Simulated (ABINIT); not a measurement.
Crystal: CdF2.

```
Cd F
1.0
     0.00000    2.69400    2.69400
     2.69400    0.00000    2.69400
     2.69400    2.69400    0.00000
Cd F
1 2
Direct
  0.00000 0.00000 0.00000
  0.75000 0.75000 0.75000
  0.25000 0.25000 0.25000
```

```yaml
Program: ABINIT 10.8.3 (patched build)
Task: relaxation of cell and atoms
Functional: LDA
Potentials_or_basis: PseudoDojo NC SR LDA v0.4.1 standard
Cutoff: 1442 eV
k_mesh: 7 × 7 × 7
Occupations: fermi-dirac, width 0.05 eV
Spin: no spin polarisation
```

At the start: pressure -5.7 GPa; volume 13.03 Å³/atom.

Where does the relaxation end?

Over 5 steps the energy falls by 12.2 meV/atom and the volume is 12.39 Å³/atom (-5.0 %); space group Fm-3m (No. 225, to 0.05 Å).

Step by step:
```
step  energy change (eV)  largest force (eV/Å)  pressure (GPa)  volume (Å³)
   1              0.0000                0.0000           -5.74        39.10
   2             -0.0207                0.0000           -3.93        38.42
   3             -0.0365                0.0000            0.38        37.05
   4             -0.0367                0.0000           -0.02        37.16
   5             -0.0367                0.0000            0.00        37.16
```

Final structure:
```yaml
crystal:
  lattice:
    - [0.00000, 2.64852, 2.64852]
    - [2.64852, 0.00000, 2.64852]
    - [2.64852, 2.64852, 0.00000]
  atoms:
    - { symbol: Cd, position: [0.00000, 0.00000, 0.00000] }
    - { symbol: F, position: [0.75000, 0.75000, 0.75000] }
    - { symbol: F, position: [0.25000, 0.25000, 0.25000] }
```
